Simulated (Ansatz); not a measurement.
**N in Ansatz: the effect of functional**

Crystal: N.

```
N
1.0
     5.56052    0.00000    0.00000
     0.00000    5.56052    0.00000
     0.00000    0.00000    5.56052
N
8
Direct
  0.05740 0.44260 0.55740
  0.44260 0.55740 0.05740
  0.55740 0.05740 0.44260
  0.94260 0.94260 0.94260
  0.94260 0.55740 0.44260
  0.55740 0.44260 0.94260
  0.44260 0.94260 0.55740
  0.05740 0.05740 0.05740
```

Alike in all runs:

* Program: Ansatz 0.2.0
* Task: band structure
* Potentials or basis: Ansatz PAW
* k mesh: 5 × 5 × 5
* Occupations: fermi-dirac, width 0.05 eV
* Spin: no spin polarisation

One run gave: gap on the mesh 7.94 eV; pressure -2.3 GPa; largest force 1.83 eV/Å. Which functional did it use?
A. LDA
B. PBEsol
C. r2SCAN

C.

| functional | cutoff | gap on the mesh (eV) | pressure (GPa) | largest force (eV/Å) |
| --- | --- | --- | --- | --- |
| PBEsol | 420 eV (not typed: the program's choice for these potentials) | 7.24 | -0.7 | 0.88 |
| r2SCAN | 500 eV (not typed: the program's choice for these potentials) | 7.94 | -2.3 | 1.83 |
| LDA | 420 eV (not typed: the program's choice for these potentials) | 7.10 | -2.9 | 1.70 |

Caveats: the PAW data sets come from PBE, with cores solved anew for the run's functional, which leaves a small shift of forces and pressure; forces of over 1 eV/Å show positions far from the minimum, so gaps and moduli don't describe the material at rest (some runs).

Runs at the PBE level aren't shown here.
